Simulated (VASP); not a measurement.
Here is a VASP 6.6.1 calculation.

INCAR

```
SYSTEM = TiSe2
PREC     = Accurate       ! precision mode
ENCUT    = 600            ! plane-wave cutoff, eV
EDIFF    = 1E-7           ! SCF threshold, eV
ISMEAR   = 1              ! smearing method
SIGMA    = 0.1            ! smearing width, eV
LREAL    = .False.        ! projectors in reciprocal space
LASPH    = .True.         ! aspherical terms in the spheres
NELM     = 80             ! most SCF steps
ALGO     = Normal         ! electronic algorithm
ISIF     = 3              ! what is computed and relaxed
LWAVE    = .False.        ! write WAVECAR
LCHARG   = .False.        ! write CHGCAR
GGA      = MK             ! functional
LUSE_VDW = .True.       
AGGAC    = 0.0          
PARAM1   = 0.1234       
PARAM2   = 1.0          
IBRION   = 2              ! ionic algorithm
NSW      = 90             ! ionic steps
EDIFFG   = -0.005         ! ionic threshold
```

Contents of KPOINTS:

```
Automatic mesh
0
Gamma
  12 12 6
  0 0 0
```

Contents of POSCAR:

```
TiSe2                                   
1.0
    3.5218445446      0.0000000000      0.0000000000
   -1.7609222723      3.0500068438      0.0000000000
    0.0000000000      0.0000000000      5.9933692262
  Ti              Se            
     1     2
Direct
     0.0000000000000000    0.0000000000000000    0.0000000000000000
     0.3333333332999970    0.6666666667000030    0.2579743409891008
     0.6666666667000030    0.3333333332999970    0.7420256590108993
```

Potentials or basis: VASP PAW PBE potentials, release 64 (Ti_sv, Se).

The run is started by

```bash
$ cat potpaw_PBE.64/Ti_sv/POTCAR potpaw_PBE.64/Se/POTCAR > POTCAR
$ mpirun -np 1 vasp_std > vasp.out
```

(1) Predict the band gap on the k mesh.

(2) Predict the relaxed cell.

(3) Predict the relaxed volume.

## Answers

(1) none (metal or under the smearing width).

(2) a = 3.520 Å, b = 3.520 Å, c = 5.995 Å, α = 90.00°, β = 90.00°, γ = 120.00°.

(3) 21.45 Å³/atom.

Caveat: the PAW data sets were made with another functional, which shifts forces and pressure a little.
